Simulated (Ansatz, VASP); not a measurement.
# Tl: VASP beside Ansatz

The input INCAR:

```
PREC = Accurate
ENCUT = 520
EDIFF = 1E-7
ISMEAR = -1
SIGMA = 0.08
LREAL = False
LASPH = True
NELM = 60
ALGO = Normal
ISIF = 2
LWAVE = False
LCHARG = False
GGA = PE
NBANDS = 12
```

KPOINTS

```
regular mesh
0
Gamma
  12 12 12
```

POSCAR

```
Tl
1.0
    2.3958017933      0.0000000000      0.0000000000
    0.0000000000      2.3958017933      0.0000000000
    0.0000000000      0.0000000000      2.3958017933
Tl
1
Direct
    0.0000000000      0.0000000000      0.0000000000
```

Input for Ansatz:

```yaml
crystal:
  lattice:
    - [2.3958017933, 0.0, 0.0]
    - [0.0, 2.3958017933, 0.0]
    - [0.0, 0.0, 2.3958017933]
  atoms:
    - { symbol: Tl, position: [0.0, 0.0, 0.0] }
kpoints:
  mp_grid: { grid: [12, 12, 12] }
  band_path:
    path:
      - [0.0, 0.0, 0.0]
      - [0.0, 0.5, 0.0]
      - [0.5, 0.5, 0.0]
      - [0.0, 0.0, 0.0]
      - [0.5, 0.5, 0.5]
      - [0.0, 0.5, 0.0]
      - [0.5, 0.5, 0.5]
      - [0.5, 0.5, 0.0]
    npoints: 8
scf:
  occupations: { method: fermi_dirac, width: 0.08 }
hamiltonian:
  xc: pbe
  pseudopotentials: { kind: paw }
output:
  forces: true
  stress: true
  eigenvalues: true
  populations: true
  dos: { projected: true, de: 0.2, e_range: [-14, 8] }
```

Change from the starting cell: volume scaled by 0.4, PAW files.

Alike in both runs: task single point; functional PBE; k mesh 12 × 12 × 12; occupations fermi-dirac, width 0.08 eV; no spin polarisation.

|  | VASP | Ansatz |
| --- | --- | --- |
| version | VASP 6.6.1 | Ansatz 0.2.0 |
| potentials or method | VASP PAW PBE potentials, release 64 (Tl_d) | PAW with Ansatz's default frozen-core files, scalar-relativistic |
| plane-wave cutoff (eV) | 520 | 420 |
| valence electrons in the cell | 13 | 13 |

Ansatz gave:

- pressure (GPa): 252.5

Q: Estimate VASP's values.

A: Pressure (GPa): 253.4.

Caveats: the cell as given lies far from equilibrium; so large a pressure means that the cell lies far from this level's equilibrium, or that cutoff or potentials fall short (VASP). The runs have no spin-orbit coupling, so splittings on Tl are missing.
